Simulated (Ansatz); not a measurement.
Runs of Ansatz 0.2.0 on MoP. Symmetry: P-6m2, No. 187, hexagonal system. Conventional cell: a = 3.223 Å, b = 3.223 Å, c = 3.191 Å, α = 90.00°, β = 90.00°, γ = 120.00°. Mo (site symmetry -6m2) is surrounded by 6 P at 2.45 Å. P (site symmetry -6m2) is surrounded by 6 Mo at 2.45 Å. 

| task | level | cell | cutoff (eV) | smearing | pressure (GPa) |
| --- | --- | --- | --- | --- | --- |
| single point | RPBE | as given | 254 | gaussian 0.1 eV | 5.5 |
| band structure | BLYP | as given | 253 | fermi-dirac 0.05 eV | 13.5 |
| band structure | PBEsol | as given | 254 | fermi-dirac 0.05 eV | (a) |
| relaxation of cell and atoms | RPBE+D3(BJ) | relaxed | - | fermi-dirac 0.05 eV | 0.0 |
| band structure | LDA | as given | 254 | fermi-dirac 0.05 eV | -7.3 |

Alike in all rows: potentials or basis all-electron LAPW, scalar-relativistic; no spin polarisation; k mesh 10 × 10 × 8; basis error allowed 0.001 eV/atom.

Task: Estimate the missing entries.

Result: (a) -3.8.

Runs at the PBE level aren't shown here.
